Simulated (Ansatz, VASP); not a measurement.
# Fe in VASP and in Ansatz

INCAR

```
SYSTEM = Fe
ALGO = Normal
EDIFF = 1E-6
ENCUT = 520
GGA = PE
ISIF = 2
ISMEAR = -1
LASPH = .True.
LCHARG = .False.
LREAL = .False.
LWAVE = .False.
NBANDS = 15
NELM = 60
PREC = Accurate
SIGMA = 0.1
```

KPOINTS

```
k-points
0
Gamma
  17 17 9
  0 0 0
```

The input POSCAR:

```
Fe
1.0
    2.1596921986      0.0000000000      0.0000000000
   -1.0798460993      1.8703483083      0.0000000000
    0.0000000000      0.0000000000      3.4384777419
Fe
2
Direct
    0.3333333333      0.6666666667      0.2500000000
    0.6666666667      0.3333333333      0.7500000000
```

Input for Ansatz:

```yaml
crystal:
  lattice:
    - [2.1596921986, 0.0, 0.0]
    - [-1.0798460993, 1.8703483083, 0.0]
    - [0.0, 0.0, 3.4384777419]
  atoms:
    - { symbol: Fe, position: [0.3333333333, 0.6666666667, 0.25] }
    - { symbol: Fe, position: [0.6666666667, 0.3333333333, 0.75] }
kpoints:
  mp_grid: { grid: [17, 17, 9] }
  band_path:
    path:
      - [0.0, 0.0, 0.0]
      - [0.5, 0.0, 0.0]
      - [0.3333333333, 0.3333333333, 0.0]
      - [0.0, 0.0, 0.0]
      - [0.0, 0.0, 0.5]
      - [0.5, 0.0, 0.5]
      - [0.3333333333, 0.3333333333, 0.5]
      - [0.0, 0.0, 0.5]
      - [0.5, 0.0, 0.5]
    npoints: 8
scf:
  occupations: { method: fermi_dirac, width: 0.1 }
hamiltonian:
  xc: pbe
  pseudopotentials: { kind: all_electron, lapw: { basis_error: 0.001 } }
output:
  forces: true
  stress: true
  eigenvalues: true
  populations: true
  dos: { projected: true, de: 0.2, e_range: [-14, 8] }
```

Change from the starting cell: volume scaled by 0.68, LAPW.

Alike in both runs: task single point; functional PBE; k mesh 17 × 17 × 9; occupations fermi-dirac, width 0.1 eV; no spin polarisation.

|  | VASP | Ansatz |
| --- | --- | --- |
| version | VASP 6.6.1 | Ansatz 0.2.0 |
| potentials or method | VASP PAW PBE potentials, release 64 (Fe) | all-electron LAPW, scalar-relativistic |
| plane-wave cutoff (eV) | 520 | see its input |

|  | VASP | Ansatz | Ansatz less VASP |
| --- | --- | --- | --- |
| pressure (GPa) | 264.5 | 264.3 | -0.23 |
| largest component of the traceless stress (GPa) | 0.53 | 0.03 | -0.504 |

Ansatz ran all-electron here, so the differences hold the error of VASP's frozen core and of both bases.

Caveats: the cell as given lies far from equilibrium; so large a pressure means that the cell lies far from this level's equilibrium, or that cutoff or potentials fall short (VASP); the run has no spin polarisation, though such a crystal can be magnetic. Spin polarisation is off, so any magnetic state and its effect on volume and gap are missing.
